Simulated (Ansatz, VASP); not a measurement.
Given: the input of a run of Ansatz 0.2.0 on TiAl.

The input input.yaml:

```yaml
crystal:
  lattice:
    - [3.1360984087, 0.0, 0.0]
    - [0.0, 3.1360984087, 0.0]
    - [0.0, 0.0, 3.1360984087]
  atoms:
    - { symbol: Ti, position: [0.0, 0.0, 0.0] }
    - { symbol: Al, position: [0.5, 0.5, 0.5] }
kpoints:
  mp_grid: { grid: [8, 8, 8] }
scf:
  occupations: { method: fermi_dirac, width: 0.05 }
hamiltonian:
  xc: pbe
  pseudopotentials: { kind: all_electron, lapw: { basis_error: 0.0005 } }
output:
  forces: true
  stress: true
  eigenvalues: true
```

Potentials or basis: all-electron LAPW, scalar-relativistic.

The run is started by

```bash
$ ansatz run input.yaml --threads 1 --pin off --max-ram 3072MiB --backend cpu --events-out ev --progress --plain --runs-dir out
```

Set up the same calculation for VASP 6.6.1. Potentials there: VASP PAW PBE potentials, release 64 (Ti_sv, Al).

As run (the cutoff follows the program's own potentials):

File INCAR:

```
SYSTEM = TiAl
ALGO = Fast ; EDIFF = 1E-7
ENCUT = 520 ; GGA = PE
ISIF = 2 ; ISMEAR = -1
LASPH = .TRUE. ; LCHARG = .FALSE.
LREAL = .FALSE. ; LWAVE = .FALSE.
NBANDS = 14 ; NELM = 100
PREC = Accurate ; SIGMA = 0.05
```

File KPOINTS:

```
k-points
0
G
  8 8 8
  0 0 0
```

Contents of POSCAR:

```
TiAl
1.0
    3.1360984087      0.0000000000      0.0000000000
    0.0000000000      3.1360984087      0.0000000000
    0.0000000000      0.0000000000      3.1360984087
Ti Al
1 1
Direct
    0.0000000000      0.0000000000      0.0000000000
    0.5000000000      0.5000000000      0.5000000000
```

Potentials or basis: VASP PAW PBE potentials, release 64 (Ti_sv, Al).

Run with:

```console
$ cat potpaw_PBE.64/Ti_sv/POTCAR potpaw_PBE.64/Al/POTCAR > POTCAR
$ mpirun -np 1 vasp_std > vasp.out
```

Both were run:

|  | VASP | Ansatz | Ansatz less VASP |
| --- | --- | --- | --- |
| gap on the k mesh at the Fermi level (eV) | none | none | - |
| pressure (GPa) | 5.9 | 5.9 | 0.00 |

A gap of «none» marks a metal or a gap that the smearing closes. Ansatz ran all-electron here, so the differences hold the error of VASP's frozen core and of both bases.
